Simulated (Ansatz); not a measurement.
Structure relaxation of ZnS

Computed with DFT r2SCAN, scalar-relativistic, plane waves, PAW in Ansatz 0.2.0.

The start is a database structure of ZnS, space group P6_3mc (No. 186).

Input of the last, converged step (default PAW datasets):

```yaml
crystal:
  lattice:
    - [3.8083864859, 0.0, 0.0]
    - [-1.9041932429, 3.2981594442, 0.0]
    - [0.0, 0.0, 24.89095901]
  atoms:
    - { symbol: Zn, position: [0.33333333, 0.66666667, 0.74991292] }
    - { symbol: Zn, position: [0.33333333, 0.66666667, 0.12478582] }
    - { symbol: Zn, position: [0.0, 0.0, 4.287e-05] }
    - { symbol: Zn, position: [0.66666667, 0.33333333, 0.87532473] }
    - { symbol: Zn, position: [0.66666667, 0.33333333, 0.24991292] }
    - { symbol: Zn, position: [0.33333333, 0.66666667, 0.37532473] }
    - { symbol: Zn, position: [0.0, 0.0, 0.50004287] }
    - { symbol: Zn, position: [0.66666667, 0.33333333, 0.62478582] }
    - { symbol: S, position: [0.0, 0.0, 0.59371274] }
    - { symbol: S, position: [0.66666667, 0.33333333, 0.96898812] }
    - { symbol: S, position: [0.33333333, 0.66666667, 0.21850247] }
    - { symbol: S, position: [0.66666667, 0.33333333, 0.34392833] }
    - { symbol: S, position: [0.33333333, 0.66666667, 0.84392833] }
    - { symbol: S, position: [0.33333333, 0.66666667, 0.46898812] }
    - { symbol: S, position: [0.66666667, 0.33333333, 0.71850247] }
    - { symbol: S, position: [0.0, 0.0, 0.09371274] }
basis:
  ecutwfc: 500
kpoints:
  mp_grid: { grid: [6, 6, 1] }
hamiltonian:
  xc: r2scan
scf:
  occupations: { method: gaussian, width: 0.02 }
output:
  forces: true
  stress: true
  eigenvalues: true
relax:
  adjacent_minimum: "off"
  f_tol: 0.01
  max_steps: 80
  cell: { stress_tol: 0.05 }
```

Launched as:

```bash
ansatz run input.yaml --threads 4 --pin off --max-ram 10240MiB --backend cpu --events-out ev --progress --plain --runs-dir out
```

It took 23 s on 4 threads of Intel(R) Xeon(R) 6975P-C (Granite Rapids), with other jobs on the host, peak memory 1.5 GiB.

End of the output:

```
SCF converged after 5 iterations
Free energy (F): -33867.583889 eV
Harris-Foulkes:  -33867.583889 eV  (|F-HF|=1.02e-9)
Internal energy: -33867.583889 eV  (E = F + TS)
E sigma→0 (E₀):  -33867.583889 eV
Fermi energy:    6.978524 eV
--- Per-component energies (eV) ---
  E_band       = -9.302083
  E_kinetic    = 1900.568549
  E_local      = -16337.635307  (includes V_loc(G=0)·N_el)
  E_nonlocal   = 5172.882804
  E_hartree    = 6855.131860
  E_xc         = -1726.390326
  E_vxc        = -1185.934344  (∫ρ·V_xc dr)
  E_paw        = -19679.330278  (= ΣΔE_a)
  E_vpaw       = -3328.120126  (= ΣTr[D̂ρ^β])
  E_aug_tail   = -0.000536  (compensation charges beyond the density's cutoff)
  E_vtau       = 58.672415  (kinetic-family band-sum trace: ∫τ·v_τ [+ j·A + Jᵃ·Aᵃ] dr)
  E_ewald      = -10050.471572
  E_core_change = -2.339084  (= ΣΔE_core)
  E_smearing   =  0.000000  (= −TS)
  E_closure    =  0.000000  (closes the sum)
  Σ components = -33867.583889   (vs F -33867.583889, Δ=0.00e0)
--- Forces (eV/Å), atoms counted from 1 ---
  atom   1  Zn     0.00000000     0.00000000     0.00268255
  atom   2  Zn     0.00000000     0.00000000     0.00170283
  atom   3  Zn     0.00000000     0.00000000     0.00125886
  atom   4  Zn     0.00000000     0.00000000     0.00088127
  atom   5  Zn     0.00000000     0.00000000     0.00268255
  atom   6  Zn     0.00000000     0.00000000     0.00088127
  atom   7  Zn     0.00000000     0.00000000     0.00125886
  atom   8  Zn     0.00000000     0.00000000     0.00170283
  atom   9  S      0.00000000     0.00000000    -0.00153864
  atom  10  S      0.00000000     0.00000000    -0.00060342
  atom  11  S      0.00000000     0.00000000    -0.00252979
  atom  12  S      0.00000000     0.00000000    -0.00187548
  atom  13  S      0.00000000     0.00000000    -0.00187548
  atom  14  S      0.00000000     0.00000000    -0.00060342
  atom  15  S      0.00000000     0.00000000    -0.00252979
  atom  16  S      0.00000000     0.00000000    -0.00153864
  max |Σ_I F_I| component: 4.36e-5 eV/Å
--- Stress (GPa, compression-positive) ---
        0.002577       0.000000       0.000000
        0.000000       0.002577       0.000000
        0.000000       0.000000      -0.008193
  P = ⅓ Tr σ = -0.0010 GPa (-0.010 kbar)
--- Relaxed structure (3 steps of the walk, 3 accepted, 1 SCFs on fresh bases) ---
  F+E_penalty+E_count = -33867.58388942 eV   max|allowed force component| = 2.685e-3 eV/Å   (the final SCF, on the basis selected at the relaxed cell)
  cell:  # Å, volume = 313.1438 Å³
    - [3.809918, 0.000000, 0.000000]
    - [-1.904959, 3.299486, 0.000000]
    - [0.000000, 0.000000, 24.910473]
  atoms:
    - { symbol: Zn, position: [0.333333, 0.666667, 0.750033] }
    - { symbol: Zn, position: [0.333333, 0.666667, 0.124940] }
    - { symbol: Zn, position: [0.000000, 0.000000, 0.000036] }
    - { symbol: Zn, position: [0.666667, 0.333333, 0.875155] }
    - { symbol: Zn, position: [0.666667, 0.333333, 0.250033] }
    - { symbol: Zn, position: [0.333333, 0.666667, 0.375155] }
    - { symbol: Zn, position: [0.000000, 0.000000, 0.500036] }
    - { symbol: Zn, position: [0.666667, 0.333333, 0.624940] }
    - { symbol: S, position: [0.000000, 0.000000, 0.593723] }
    - { symbol: S, position: [0.666667, 0.333333, 0.968810] }
    - { symbol: S, position: [0.333333, 0.666667, 0.218621] }
    - { symbol: S, position: [0.666667, 0.333333, 0.343880] }
    - { symbol: S, position: [0.333333, 0.666667, 0.843880] }
    - { symbol: S, position: [0.333333, 0.666667, 0.468810] }
    - { symbol: S, position: [0.666667, 0.333333, 0.718621] }
    - { symbol: S, position: [0.000000, 0.000000, 0.093723] }
```

Absolute energies hang on the potentials; compare differences alone.

The result has space group P6_3mc (No. 186). Zn on Wyckoff site b (2 atoms of the primitive cell) is coordinated by 4 S at 2.33–2.34 Å; Zn on Wyckoff site b (2 atoms of the primitive cell) has 4 S at 2.33 Å; Zn on Wyckoff site a (2 atoms of the primitive cell) is coordinated by 4 S at 2.33 Å; around Zn on Wyckoff site b (2 atoms of the primitive cell) lie 4 S at 2.33 Å.

Against the elements it lies at -0.981 eV/atom. Formation energies are uncorrected and refer to the elements' standard structures at the same level.

A structure relaxed within its symmetry needn't be a true minimum.